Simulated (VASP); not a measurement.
A run of VASP 6.6.1 is set up as follows.

Contents of INCAR:

```
  ALGO = Normal
  EDIFF = 1E-6
  EDIFFG = -0.02
  ENCUT = 600
  GGA = RP
  IBRION = 2
  ISIF = 3
  ISMEAR = -1
  LASPH = T
  LCHARG = F
  LREAL = F
  LWAVE = F
  NELM = 80
  NSW = 60
  PREC = Accurate
  SIGMA = 0.05
```

KPOINTS

```
k-points
0
Gamma
  6 6 8
```

File POSCAR:

```
HfO2
1.0
    4.8135329900      0.0000000000      0.0000000000
    0.0000000000      4.8135329900      0.0000000000
    0.0000000000      0.0000000000      3.2054154100
Hf O
2 4
Direct
    0.5000000000      0.5000000000      0.5000000000
    0.0000000000      0.0000000000      0.0000000000
    0.8050448800      0.1949551200      0.5000000000
    0.6949551200      0.6949551200      0.0000000000
    0.3050448800      0.3050448800      0.0000000000
    0.1949551200      0.8050448800      0.5000000000
```

Potentials or basis: VASP PAW PBE potentials, release 64 (Hf_pv, O).

Launch:

```bash
$ cat potpaw_PBE.64/Hf_pv/POTCAR potpaw_PBE.64/O/POTCAR > POTCAR
$ mpirun -np 1 vasp_std > vasp.out
```

Estimate the band gap on the k mesh.

3.93 eV, direct.

What does it give for the relaxed volume?

12.94 Å³/atom.

What does it give for the relaxed cell?

a = 4.894 Å, b = 4.894 Å, c = 3.241 Å, α = 90.00°, β = 90.00°, γ = 90.00°.

Final structure:
```
Hf O
1.0
     4.89369    0.00000    0.00000
     0.00000    4.89369    0.00000
     0.00000    0.00000    3.24076
Hf O
2 4
Direct
  0.50000 0.50000 0.50000
  0.00000 0.00000 0.00000
  0.80551 0.19449 0.50000
  0.69449 0.69449 0.00000
  0.30551 0.30551 0.00000
  0.19449 0.80551 0.50000
```

Caveat: the PAW data sets were made with another functional, which shifts forces and pressure a little; spin-orbit coupling is left out, which moves the levels of the heavy elements. A k mesh can miss the band edges.
